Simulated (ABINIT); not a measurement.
Sn in ABINIT: convergence with pawecutdg

Input of the first run (pawecutdg 22 Ha); the others differ in this setting and in those tied to it:

Contents of run.abi:

```
# Pseudopotentials
pp_dirpath "./"
pseudos "Sn.GGA_PBE-JTH.xml"

# Structure
acell 3*1.0
rprim
    -3.2626858535     3.3552975514     4.4188259657
     3.2626858535    -3.3552975514     4.4188259657
     3.2626858535     3.3552975514    -4.4188259657
ntypat 1
znucl 50
natom 1
typat 1
xcart
     0.0000000000     0.0000000000     0.0000000000
chkprim 0
chksymtnons 0
tolsym 1.0e-6

# Plane-wave basis
ecut 598.650497 eV
pawecutdg 22.0
pawxcdev 0

# k points
kptopt 1
ngkpt 11 11 11
nshiftk 1
shiftk 0.0 0.0 0.0

# Exchange and correlation
ixc 11

# Bands and occupations
nband 11
occopt 6
tsmear 0.00183747

# SCF cycle
nstep 100
tolvrs 1.0e-9

# Output
iomode 3
prtwf 0
prtden 0
prteig 0
prtebands 0
enunit 1
```

Potentials or basis: JTH PAW PBE v2.0.

Run with:

```sh
$ abinit run.abi > log 2>&1
```

This isn't the form of Sn at room conditions, which is tetragonal (white tin).

Hardware: 1 thread of Arm Neoverse V2 (shared host).

Q: The values tried are 22 Ha, 26.4, 33, 39.6, 48.4, 59.4, 72.6, loosest first. From which on does the pressure stay within 0.1 GPa of the tightest run that finished?

A: From 33 on.

```
pawecutdg  energy less the tightest run (meV/atom)  pressure (GPa)  SCF cycles  CPU time (s)  peak memory (GiB)
    22 Ha                                     3.58           -1.18           8            44               0.17
     26.4                                     1.89           -1.22           8            44               0.17
       33                                     1.30           -0.95           8            45               0.17
     39.6                                     0.73           -0.96           8            45               0.17
     48.4                                     0.26           -0.97           9            49               0.18
     59.4                                     0.20           -0.96           9            49               0.18
     72.6                                     0.00           -0.98           9            49               0.18
```

Against the tightest run, the energy stays within 1 meV/atom from 39.6 on. The tightest run that finished is the yardstick and may itself not be fully converged.
